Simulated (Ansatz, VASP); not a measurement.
**Ga: VASP beside Ansatz**

Contents of INCAR:

```
SYSTEM = Ga
  PREC = Accurate
  ENCUT = 520
  EDIFF = 1E-6
  ISMEAR = -1
  SIGMA = 0.05
  LREAL = .FALSE.
  LASPH = .TRUE.
  NELM = 100
  ALGO = Fast
  ISIF = 2
  LWAVE = .FALSE.
  LCHARG = .FALSE.
  GGA = PS
  NBANDS = 20
```

The input KPOINTS:

```
Automatic mesh
0
G
  10 10 8
  0 0 0
```

File POSCAR:

```
Ga
1.0
    1.3830000000     -4.0265000000      0.0000000000
    1.3830000000      4.0265000000      0.0000000000
   -0.1174474948      0.0000000000      3.3299294416
Ga
2
Direct
    0.1310000000      0.8690000000      0.7500000000
    0.8690000000      0.1310000000      0.2500000000
```

File input.yaml:

```yaml
crystal:
  lattice:
    - [1.383, -4.0265, 0.0]
    - [1.383, 4.0265, 0.0]
    - [-0.1174474948, 0.0, 3.3299294416]
  atoms:
    - { symbol: Ga, position: [0.131, 0.869, 0.75] }
    - { symbol: Ga, position: [0.869, 0.131, 0.25] }
hamiltonian:
  xc: pbesol
  pseudopotentials: { kind: paw }
kpoints:
  mp_grid: { grid: [10, 10, 8] }
scf:
  occupations: { method: fermi_dirac, width: 0.05 }
output:
  forces: true
  stress: true
  eigenvalues: true
  write_density: true
  write_potential: true
  elf: true
  volumetric_format: npy
```

This isn't the form of Ga at room conditions, which is orthorhombic.

Alike in both runs: task single point; functional PBEsol; k mesh 10 × 10 × 8; occupations fermi-dirac, width 0.05 eV; no spin polarisation.

|  | VASP | Ansatz |
| --- | --- | --- |
| version | VASP 6.6.1 | Ansatz 0.2.0 |
| potentials or method | VASP PAW PBE potentials, release 64 (Ga_d) | Ansatz PAW |
| plane-wave cutoff (eV) | 520 | 420 |
| valence electrons in the cell | 26 | 26 |

VASP gave:

* gap on the k mesh at the Fermi level (eV): none
* pressure (GPa): -1.9
* largest component of the traceless stress (GPa): 0.79
* rms of the force components (eV/Å): 0.114

Problem. Which values does Ansatz return?

Solution. gap on the k mesh at the Fermi level (eV): none; pressure (GPa): -2.0; largest component of the traceless stress (GPa): 0.78; rms of the force components (eV/Å): 0.114.

Atom by atom the forces differ by 0.000 eV/Å (rms over components). A gap of «none» marks a metal or a gap that the smearing closes.

Caveats: the PAW data sets were made with another functional, which shifts forces and pressure a little (VASP); the PAW data sets come from PBE, with cores solved anew for the run's functional, which leaves a small shift of forces and pressure (Ansatz).
